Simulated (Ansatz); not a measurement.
**CdSe: levels and charges under dearer methods**

A database entry relaxed whole under r2SCAN at zero pressure (P6_3mc, No. 186):

```
CELL_PARAMETERS angstrom
4.34065 0.00000 0.00000
-2.17033 3.75911 0.00000
0.00000 0.00000 7.07697
ATOMIC_POSITIONS crystal
Cd 0.33333 0.66667 0.00453
Cd 0.66667 0.33333 0.50453
Se 0.33333 0.66667 0.38047
Se 0.66667 0.33333 0.88047
```

Its volume is 28.87 Å³ an atom, +2.7 % against the entry's 28.10, which is old or was flagged in a check.

Single points on this cell with plane-wave PAW DFT (Ansatz 0.2.0; r2SCAN 500 eV, hybrids 420 eV; fermi-dirac occupations of width 0.020 eV; no moments): r2SCAN on a 6×6×4 Γ-centred mesh; HSE06 on a 6×6×4 Γ-centred mesh; PBE0 on a 6×6×4 Γ-centred mesh.

**Question.** What does each level give for gap and charges?

**Answer.** The runs give:

```tsv
level	gap (eV), or kind	pressure (GPa)	Bader charge of Cd (e)	Bader charge of Se (e)
r2SCAN	1.10	0.0	+0.82	-0.82
HSE06	1.54	0.2	+0.83	-0.83
PBE0	2.14	0.1	+0.83	-0.83
```

Under r2SCAN the gap is 1.10 eV, over mesh and band path. HSE06 moves it by +0.44 eV and PBE0 by +1.04 eV; PBE0 keeps its exact exchange at long range, which widens the gap over HSE06's by 0.60 eV on their common mesh.

Caveats: the relaxation kept the start's symmetry; HSE06 is read on its mesh and at the zone's corners, PBE0 on its mesh alone; hybrid pressures are good to a few tenths of a GPa; no spin-orbit coupling, which narrows gaps of heavier elements; pressure is positive in compression.
